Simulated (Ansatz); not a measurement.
**TiAl under changes of volume**

One of the cells (16.065 Å³/atom); the others are scaled copies at fixed shape and fractional positions:

```
Ti Al
1.0
     3.17906    0.00000    0.00000
     0.00000    3.17906    0.00000
     0.00000    0.00000    3.17906
Ti Al
1 1
Direct
  0.00000 0.00000 0.00000
  0.50000 0.50000 0.50000
```

The cell comes from a database or a generator and needn't be the stable form of this composition.

- Program: Ansatz 0.2.0
- Functional: LDA
- Potentials or basis: Ansatz PAW
- Cutoff: 420 eV (not typed: the program's choice for these potentials)
- k mesh: 8 × 8 × 8
- Occupations: fermi-dirac, width 0.05 eV
- Spin: no spin polarisation

| volume (Å³/atom) | energy over the lowest point (meV/atom) | pressure (GPa) |
| --- | --- | --- |
| 15.101 | 0.00 | 1.3 |
| 15.422 | 0.20 | -1.3 |
| 15.743 | 5.41 | -3.7 |
| 16.065 | ? | ? |
| 16.386 | 28.95 | -7.7 |
| 16.707 | 46.43 | -9.5 |
| 17.028 | 67.18 | -11.0 |

Q: What does the run at 16.065 Å³/atom give?

A: Energy over the lowest point 15.15 meV/atom; pressure -5.8 GPa.

Worked out: A Birch-Murnaghan fit of order 3 (a polynomial in V^(-2/3)) to the other rows has its minimum at 15.25 Å³/atom with B0 = V·E''(V) = 126 GPa and B' = 4.0. It gives 15.16 meV/atom at 16.065 Å³/atom, against the run's 15.15, and -dE/dV = -5.9 GPa, against -5.8.

Energies are extrapolated to zero smearing.

Caveats: the PAW data sets come from PBE, with cores solved anew for the run's functional, which leaves a small shift of forces and pressure.
